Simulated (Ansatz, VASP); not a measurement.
Two plane-wave programs on InSe

```
CELL_PARAMETERS angstrom
1.80947 1.04470 7.56744
-1.80947 1.04470 7.56744
0.00000 -2.08940 7.56744
ATOMIC_POSITIONS crystal
In 0.99908 0.99908 0.99908
In 0.11262 0.11262 0.11262
Se 0.60374 0.60374 0.60374
Se 0.84056 0.84056 0.84056
```

Alike in both runs: functional PBEsol; k mesh 6 × 6 × 6; no spin polarisation.

Ansatz relaxed the structure, and its values are those at the end. VASP's run is a single point on that final structure, the one shown.

|  | VASP | Ansatz |
| --- | --- | --- |
| version | VASP 6.6.1 | Ansatz 0.2.0 |
| potentials or method | VASP PAW PBE potentials, release 64 (In_d, Se) | plane waves, PAW |
| plane-wave cutoff (eV) | 520 | 422 |
| occupations | gaussian, width 0.01 eV | fixed |
| valence electrons in the cell | 38 | 58 |

```csv
,VASP,Ansatz,Ansatz less VASP
pressure (GPa),20.2,20.0,-0.20
rms of the force components (eV/Å),0.016,0.001,-0.0152
```

The two sets of potentials don't hold the same shells in valence.

Caveats: so large a pressure means that the cell lies far from this level's equilibrium, or that cutoff or potentials fall short (VASP); the potentials were made for another functional, which shifts forces and pressure (VASP).
